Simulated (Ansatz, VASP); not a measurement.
# One calculation of Pb, two programs

Contents of INCAR:

```
SYSTEM = Pb
PREC     = Accurate       ! precision mode
ENCUT    = 520            ! plane-wave cutoff, eV
EDIFF    = 1E-7           ! SCF threshold, eV
ISMEAR   = -1             ! smearing method
SIGMA    = 0.05           ! smearing width, eV
LREAL    = .FALSE.        ! projectors in reciprocal space
LASPH    = .TRUE.         ! aspherical terms in the spheres
NELM     = 60             ! most SCF steps
ALGO     = Normal         ! electronic algorithm
ISIF     = 2              ! what is computed and relaxed
LWAVE    = .FALSE.        ! write WAVECAR
LCHARG   = .FALSE.        ! write CHGCAR
METAGGA  = R2SCAN         ! meta-GGA
LMIXTAU  = .TRUE.
```

File KPOINTS:

```
regular mesh
0
G
  9 9 9
  0 0 0
```

POSCAR

```
Pb
1.0
    0.0000000000      2.5075897876      2.5075897876
    2.5075897876      0.0000000000      2.5075897876
    2.5075897876      2.5075897876      0.0000000000
Pb
1
Direct
    0.0000000000      0.0000000000      0.0000000000
```

The input input.yaml:

```yaml
crystal:
  lattice:
    - [0.0, 2.5075897876, 2.5075897876]
    - [2.5075897876, 0.0, 2.5075897876]
    - [2.5075897876, 2.5075897876, 0.0]
  atoms:
    - { symbol: Pb, position: [0.0, 0.0, 0.0] }
hamiltonian:
  xc: r2scan
  pseudopotentials: { kind: paw }
kpoints:
  mp_grid: { grid: [9, 9, 9] }
scf:
  occupations: { method: fermi_dirac, width: 0.05 }
output:
  forces: true
  stress: true
  eigenvalues: true
  write_density: true
  write_potential: true
  elf: true
  volumetric_format: npy
```

Change from the starting cell: volume scaled by 1.04.

Alike in both runs: task single point; functional r2SCAN; k mesh 9 × 9 × 9; occupations fermi-dirac, width 0.05 eV; no spin polarisation.

```csv
,VASP,Ansatz
version,VASP 6.6.1,Ansatz 0.2.0
potentials or method,"VASP PAW PBE potentials, release 64 (Pb_d)",Ansatz PAW
plane-wave cutoff (eV),520,500
valence electrons in the cell,14,14
```

|  | VASP | Ansatz | Ansatz less VASP |
| --- | --- | --- | --- |
| gap on the k mesh at the Fermi level (eV) | none | none | - |
| pressure (GPa) | -0.7 | -0.7 | 0.00 |

A gap of «none» marks a metal or a gap that the smearing closes.

Caveats: the PAW data sets were made with another functional, which shifts forces and pressure a little (VASP); the PAW data sets come from PBE, with cores solved anew for the run's functional, which leaves a small shift of forces and pressure (Ansatz). Spin-orbit coupling is left out, which matters for the levels of Pb.
